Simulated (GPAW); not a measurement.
# Ballistic transport through a C5 chain between two Nb chains, from relaxation to T(E), part 2 of 2

Aim: the conductance of a C5 chain between two Nb chains after relaxation, and whether geometry, basis or functional moves it most.

GPAW 26.7.0; GPAW LCAO, PAW setups; relaxation of the junction within the symmetry of its start, lead ends held (the session's first sound run).

So far, transmission at the Fermi level (one spin): step 3 (GPAW, dzp, PBE, GPAW) 1.99; step 4 (basis szp(dzp), PBE, GPAW) 1.99; step 5 (basis sz(dzp), PBE, GPAW) 1.98; step 6 (RPBE) 1.99.

## 7. Without the relaxation: geometry = "as built"

Level of this step: GPAW LCAO, PAW setups; Landauer transmission from Green's functions with principal layers (ASE), zero bias (GPAW).

The dzp basis with PBE on the structure as first built shows what the relaxation was worth.

File run.py:

```python
import json
import numpy as np
from ase import Atoms
from ase.transport.calculators import TransportCalculator
from gpaw import GPAW, FermiDirac
from gpaw.lcao.tools import get_lcao_hamiltonian
from scipy.linalg import eigh

# The junction with lead layers at both ends, along the third cell vector
device = Atoms(
    ['Nb', 'Nb', 'Nb', 'Nb', 'Nb', 'Nb', 'Nb', 'Nb', 'C', 'C', 'C', 'C', 'C', 'Nb', 'Nb', 'Nb', 'Nb', 'Nb', 'Nb', 'Nb', 'Nb'],
    positions=[
        [4.50000, 4.50000, 1.17500],
        [4.50000, 4.50000, 3.52500],
        [4.50000, 4.50000, 5.87500],
        [4.50000, 4.50000, 8.22500],
        [4.50000, 4.50000, 10.57500],
        [4.50000, 4.50000, 12.92500],
        [4.50000, 4.50000, 15.27500],
        [4.50000, 4.50000, 17.62500],
        [4.50000, 4.50000, 19.35450],
        [4.50000, 4.50000, 20.58450],
        [4.50000, 4.50000, 21.92450],
        [4.50000, 4.50000, 23.15450],
        [4.50000, 4.50000, 24.49450],
        [4.50000, 4.50000, 26.22400],
        [4.50000, 4.50000, 28.57400],
        [4.50000, 4.50000, 30.92400],
        [4.50000, 4.50000, 33.27400],
        [4.50000, 4.50000, 35.62400],
        [4.50000, 4.50000, 37.97400],
        [4.50000, 4.50000, 40.32400],
        [4.50000, 4.50000, 42.67400]],
    cell=[[9.0, 0.0, 0.0], [0.0, 9.0, 0.0], [0.0, 0.0, 43.849]],
    pbc=True)

# One principal layer of the lead: the first 5 atoms of the device
lead = Atoms(
    ['Nb', 'Nb', 'Nb', 'Nb', 'Nb'],
    positions=[
        [4.50000, 4.50000, 1.17500],
        [4.50000, 4.50000, 3.52500],
        [4.50000, 4.50000, 5.87500],
        [4.50000, 4.50000, 8.22500],
        [4.50000, 4.50000, 10.57500]],
    cell=[[9.0, 0.0, 0.0], [0.0, 9.0, 0.0], [0.0, 0.0, 11.75]],
    pbc=True)

settings = dict(mode='lcao', basis='dzp', xc='PBE', h=0.2,
                occupations=FermiDirac(0.1), maxiter=250,
                mixer=dict(beta=0.1, nmaxold=8, weight=100.0),
                convergence=dict(density=0.0001))
energies = np.arange(-2, 2 + 1e-9, 0.025)
eta = 0.0001
n1, n2 = 1, 1
# k and -k transmit alike, so half of the mesh across the current serves
mesh = [(i, j) for i in range(n1) for j in range(n2) if (i, j) <= (-i % n1, -j % n2)]
weights = np.array([1 if (i, j) == (-i % n1, -j % n2) else 2 for i, j in mesh]) / (n1 * n2)

# [... helper functions left out ...]
fermi_lead = ground_state(lead, (1, 1, 10), 'lead.txt')
fermi_device = ground_state(device, (1, 1, 2), 'device.txt')
# [... loop over the mesh left out, but for ...]
        # Shift the lead onto the potential of the device's first layer
        shift = ((H[:, 0, 0] - H0[:, 0, 0]) / S0[0, 0]).real.mean()
# [...]
kT = 8.617333e-5 * 300
bias = [0.1, 0.2, 0.5, 1.0, 1.5, 2.0]
# [... integrals and printing left out ...]
```

Command:

```console
OMP_NUM_THREADS=1 OPENBLAS_NUM_THREADS=1 python run.py
```

What it wrote:

```text
basis functions: device 529, principal layer 145
Fermi level: lead -2.3976 eV, device -2.6071 eV; lead shifted by -0.0078 eV
largest coupling past the next layer 3.08e-07 eV, largest misfit of the first layer 0.063 eV
  E-E_F (eV)   T (one spin)  [channel counts left out]
    -2.000    1.6515e+00
    -1.975    1.6441e+00
    -1.950    1.6374e+00
[...]
1.975    5.1449e-04
     2.000    5.1852e-04
conductance at 300 K: 1.7853 G0 a cell; thermopower -0.1135 uV/K
current from the zero-bias T(E) at 0.1 V: 13.829 uA
current from the zero-bias T(E) at 0.2 V: 27.638 uA
current from the zero-bias T(E) at 0.5 V: 68.771 uA
current from the zero-bias T(E) at 1.0 V: 135.72 uA
current from the zero-bias T(E) at 1.5 V: 201.12 uA
current from the zero-bias T(E) at 2.0 V: 266.66 uA
```

Run time: 8.2 min. Hardware: 1 thread of Arm Neoverse V1, shared host; peak memory 1.7 GiB.

This step gave:

- conductance: 1.785 G₀
- largest coupling past the next principal layer: 3.08e-7 eV
- largest misfit of the first principal layer: 0.06254 eV
- shift that aligns the lead: -0.007796 eV
- transmission at the Fermi level (one spin): 1.786

One spin. Table of transmission, zone mean by energy, zero at the Fermi level:

energy (eV), transmission, zone mean and a bar:
```
   -2.000       1.65 ############################
   -1.900       1.63 ###########################
   -1.800       1.62 ###########################
   -1.700       1.64 ###########################
   -1.600       1.67 ############################
   -1.500       1.70 #############################
   -1.400       1.73 #############################
   -1.300       1.74 #############################
   -1.200       1.75 #############################
   -1.100       1.74 #############################
   -1.000       1.74 #############################
   -0.900       1.70 #############################
   -0.800       1.68 ############################
   -0.700       1.66 ############################
   -0.600       1.66 ############################
   -0.500       1.68 ############################
   -0.400       1.70 #############################
   -0.300       1.73 #############################
   -0.200       1.76 ##############################
   -0.100       1.78 ##############################
    0.000       1.79 ##############################
    0.025       1.79 ##############################
    0.100       1.78 ##############################
    0.200       1.77 ##############################
    0.300       1.76 #############################
    0.400       1.74 #############################
    0.500       1.72 #############################
    0.600       1.71 #############################
    0.700       1.70 #############################
    0.800       1.69 ############################
    0.900       1.69 ############################
    1.000       1.67 ############################
    1.100       1.65 ############################
    1.200       1.61 ###########################
    1.300       1.56 ##########################
    1.400       1.50 #########################
    1.500       1.42 ########################
    1.600       1.20 ####################
    1.700       0.00 
    1.800       0.00 
    1.900       0.00 
    2.000       0.00
```

The conductance, 1.79 G₀, lies 10 % below that of the dzp run.

## 8. The ladder

Times are for 1 thread of Arm Neoverse V1, shared host. The runs compared:

```csv
no.,run,conductance (G₀),time,memory (GiB)
1,dzp,1.983,6.3 min,1.7
2,szp,1.977,3.4 min,1.6
3,sz,1.971,2.6 min,1.5
4,dzp RPBE,1.984,6.8 min,1.7
5,asbuilt,1.785,8.2 min,1.7
```

## 9. Comparison

The curves are compared point by point over the common energies.

This step: comparison of transmission and cost over codes, levels and geometry (GPAW 26.7.0).

Ladder, by row:

```csv
step,code,T at the Fermi level (sum over the listed spins),conductance (G0),r.m.s. T(E) from the first,wall time (s),peak memory (GiB),threads
dzp,GPAW,1.993,1.983,0,375.8,1.69,1
szp,GPAW,1.989,1.977,0.2443,205.4,1.6,1
sz,GPAW,1.982,1.971,0.2946,154.3,1.52,1
dzp-RPBE,GPAW,1.994,1.984,0.01595,407.9,1.69,1
asbuilt,GPAW,1.786,1.785,0.7321,492.6,1.69,1
```

Transmission, zone mean, sum over the listed spins against energy, zero at the Fermi level:

```csv
energy (eV),dzp,szp,sz,dzp-RPBE,asbuilt
-2.000,1.23,1.20,0.926,1.22,1.65
-1.800,0.935,0.858,0.689,0.927,1.62
-1.600,0.716,0.658,0.557,0.708,1.67
-1.400,0.594,0.556,0.495,0.591,1.73
-1.200,0.587,0.554,0.514,0.590,1.75
-1.000,0.662,0.658,0.631,0.689,1.74
-0.800,0.938,0.880,0.865,0.944,1.68
-0.600,1.28,1.20,1.21,1.27,1.66
-0.400,1.63,1.57,1.60,1.61,1.70
-0.200,1.90,1.89,1.91,1.88,1.76
-0.050,2.00,2.00,2.00,1.99,1.78
-0.025,2.00,2.00,1.99,2.00,1.79
0.000,1.99,1.99,1.98,1.99,1.79
0.200,1.76,1.73,1.72,1.76,1.77
0.400,1.33,1.31,1.32,1.32,1.74
0.600,0.966,0.992,1.02,0.965,1.71
0.800,0.758,0.802,0.830,0.756,1.69
1.000,0.646,0.704,0.733,0.641,1.67
1.200,0.583,0.662,0.692,0.577,1.61
1.400,0.564,0.663,0.693,0.559,1.50
1.600,0.714,0.726,0.736,0.707,1.20
1.675,1.06,0.782,0.770,1.06,0.883
1.800,1.0e-4,0.954,0.864,1.2e-4,4.8e-4
1.900,1.1e-4,1.35,0.999,1.3e-4,5.0e-4
2.000,1.2e-4,1.2e-4,1.25,1.4e-4,5.2e-4
```

## 10. Results

```
conductance                                        : 1.98 G₀
transmission at the Fermi level, mean of the spins : 1.99
thermopower                                        : about 0 (under 1.5 μV/K)
```

In words: In the dzp basis the junction conducts 1.98 G₀ at 300 K, with T = 1.99 a spin at the Fermi level; the sz basis reaches that conductance within 10 %. Relaxation moved atoms by up to 0.22 Å and took the conductance from 1.79 to 1.98 G₀, as a ratio a larger change than the step from dzp to the minimal basis. At the Fermi level two eigenchannels carry the current (1.00 and 1.00). Measured against the first run (dzp), the nearest curve is that of dzp-RPBE (r.m.s. 0.016) and the farthest that of asbuilt (0.73). Over the compared runs wall time goes from 154 s (sz) to 493 s (asbuilt), on a shared host. The leads kept an estimated spacing and the cell its length, so the junction may be under some tension or compression. The geometry comes from the orbital basis, which tends to overbind, and kept the symmetry of the start, so a structure of lower symmetry may lie lower. The run had no spin polarisation, so a magnetic state, which chains and small molecules with open shells often have, wasn't tested. An evenly spaced straight chain is an idealisation: free chains tend to dimerise, zigzag or, where a band edge lies near the Fermi level, turn magnetic. The currents use the zero-bias T(E) throughout, which holds only while the bias is small against the distance to the nearest feature.

[Logs are printed without paths, hosts, clocks, repeated set-up lines and the standing remarks that a program may print on its own settings, such as how far it seeks lower states.]

[Hosts, paths, dates, database ids (printed as entryN), source tags and the programs' standing remarks are cut or masked in the printed files.]
